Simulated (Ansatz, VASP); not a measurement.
HfN in VASP and in Ansatz

```xyz
2
Lattice="0.0000 2.2543 2.2543 2.2543 0.0000 2.2543 2.2543 2.2543 0.0000" Properties=species:S:1:pos:R:3 pbc="T T T"
Hf    0.0000    0.0000    0.0000
N     2.2543    2.2543    2.2543
```

Alike in both runs: functional revPBE; dispersion D3(BJ); k mesh 11 × 11 × 11; occupations methfessel-paxton of order 1, width 0.05 eV; no spin polarisation.

Ansatz relaxed the structure, and its values are those at the end. VASP's run is a single point on that final structure, the one shown.

```csv
,VASP,Ansatz
version,VASP 6.6.1,Ansatz 0.2.0
potentials or method,"VASP PAW PBE potentials, release 64 (Hf_pv, N)","plane waves, PAW"
plane-wave cutoff (eV),520,490
valence electrons in the cell,15,31
```

Ansatz gave:

* pressure (GPa): 0.0
* dispersion energy (meV/atom): -715.0

Q: Estimate VASP's values.

A: Pressure (GPa): -2.4; dispersion energy (meV/atom): -714.9.

The two sets of potentials don't hold the same shells in valence.

Caveats: the PAW data sets were made with another functional, which shifts forces and pressure a little (VASP); pairwise dispersion overbinds metals, which lowers pressure and volume. Spin-orbit coupling is left out, which matters for the levels of Hf.
